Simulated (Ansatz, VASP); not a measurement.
**Two plane-wave programs on Be**

The input INCAR:

```
PREC = Accurate
ENCUT = 600
EDIFF = 1E-6
ISMEAR = 0
SIGMA = 0.1
LREAL = F
LASPH = T
NELM = 100
ALGO = Normal
ISIF = 3
LWAVE = F
LCHARG = F
GGA = PE
IBRION = 2
NSW = 100
EDIFFG = -0.005
```

KPOINTS

```
Automatic mesh
0
Gamma
  21 21 12
```

POSCAR

```
Be
1.0
    2.2995019849      0.0000000000      0.0000000000
   -1.1497509925      1.9914271350      0.0000000000
    0.0000000000      0.0000000000      3.6009000000
Be
2
Direct
    0.3333333333      0.6666666667      0.2500000000
    0.6666666667      0.3333333333      0.7500000000
```

Input for Ansatz:

```yaml
crystal:
  lattice:
    - [2.2995019849, 0.0, 0.0]
    - [-1.1497509925, 1.991427135, 0.0]
    - [0.0, 0.0, 3.6009]
  atoms:
    - { symbol: Be, position: [0.3333333333, 0.6666666667, 0.25] }
    - { symbol: Be, position: [0.6666666667, 0.3333333333, 0.75] }
basis:
  ecutwfc: 420
kpoints:
  mp_grid: { grid: [21, 21, 12] }
hamiltonian:
  xc: pbe
scf:
  occupations: { method: gaussian, width: 0.1 }
output:
  forces: true
  stress: true
  eigenvalues: true
  write_density: true
  write_potential: true
  elf: true
  volumetric_format: npy
relax:
  adjacent_minimum: "off"
  f_tol: 0.005
  max_steps: 80
  cell: { stress_tol: 0.05 }
```

Alike in both runs: task relaxation of cell and atoms; functional PBE; k mesh 21 × 21 × 12; occupations gaussian, width 0.1 eV; no spin polarisation.

|  | VASP | Ansatz |
| --- | --- | --- |
| version | VASP 6.6.1 | Ansatz 0.2.0 |
| potentials or method | VASP PAW PBE potentials, release 64 (Be) | scalar-relativistic, plane waves, PAW |
| plane-wave cutoff (eV) | 600 | 420 |
| valence electrons in the cell | 4 | 4 |

VASP gave:

- gap on the k mesh at the Fermi level, each at its own relaxed structure (eV): none
- relaxed volume (Å³/atom): 7.91
- relaxed cell length with the largest relative difference (Å): 3.568
- energy change over the relaxation (meV/atom): -5

Q: Which values does Ansatz return?

A: gap on the k mesh at the Fermi level, each at its own relaxed structure (eV): none; relaxed volume (Å³/atom): 7.91; relaxed cell length with the largest relative difference (Å): 3.567; energy change over the relaxation (meV/atom): -5.

A gap of «none» marks a metal or a gap that the smearing closes.
